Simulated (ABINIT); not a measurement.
## Zn in ABINIT: the effect of functional

The system is Zn.

```
CELL_PARAMETERS angstrom
2.67000 0.00000 0.00000
-1.33500 2.31229 0.00000
0.00000 0.00000 4.96600
ATOMIC_POSITIONS crystal
Zn 0.66667 0.33333 0.75000
Zn 0.33333 0.66667 0.25000
```

Alike in all runs:

* Program: ABINIT 10.8.3 (patched build)
* Task: single point
* Potentials or basis: JTH PAW PBE v2.0
* Cutoff: 707 eV
* k mesh: 11 × 11 × 6
* Occupations: fermi-dirac, width 0.05 eV
* Spin: no spin polarisation

One run gave: pressure 2.4 GPa. Which functional did it use?
A. WC
B. AM05
C. SCAN
D. r2SCAN
E. RPBE

E.

| functional | pressure (GPa) |
| --- | --- |
| LDA | -9.2 |
| PBEsol | -5.7 |
| RPBE | 2.4 |
| BLYP | 5.2 |
| AM05 | -5.8 |
| r2SCAN | -4.7 |
| SCAN | -6.3 |
| revPBE | 1.5 |
| PW91 | -0.7 |
| WC | -5.3 |

Caveats: the PAW data sets were made with another functional, which shifts forces and pressure a little.

Runs at the PBE level aren't shown here.
